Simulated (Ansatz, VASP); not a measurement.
**Two plane-wave programs on SnO (Romarchite)**

```
Sn O
1.0
     3.76290    0.00000    0.00000
     0.00000    3.76290    0.00000
     0.00000    0.00000    4.65100
Sn O
2 2
Direct
  0.50000 0.00000 0.24625
  0.00000 0.50000 0.75375
  0.00000 0.00000 0.00000
  0.50000 0.50000 0.00000
```

Alike in both runs: functional LDA; k mesh 8 × 8 × 7; occupations fermi-dirac, width 0.1 eV; no spin polarisation.

Ansatz relaxed the structure, and its values are those at the end. VASP's run is a single point on that final structure, the one shown.

|  | VASP | Ansatz |
| --- | --- | --- |
| version | VASP 6.6.1 | Ansatz 0.2.0 |
| potentials or method | VASP PAW LDA potentials, release 64 (Sn_d, O) | PAW plane waves |
| plane-wave cutoff (eV) | 520 | 420 |
| valence electrons in the cell | 40 | 40 |

Ansatz gave:

```
gap on the k mesh at the Fermi level (eV) : none
pressure (GPa)                            : 0.0
rms of the force components (eV/Å)        : 0.000
```

Q: Which values does VASP return?

A: gap on the k mesh at the Fermi level (eV): none; pressure (GPa): 0.5; rms of the force components (eV/Å): 0.057.

A gap of «none» marks a metal or a gap that the smearing closes. Ansatz warned: «pseudo_functional_mismatch».
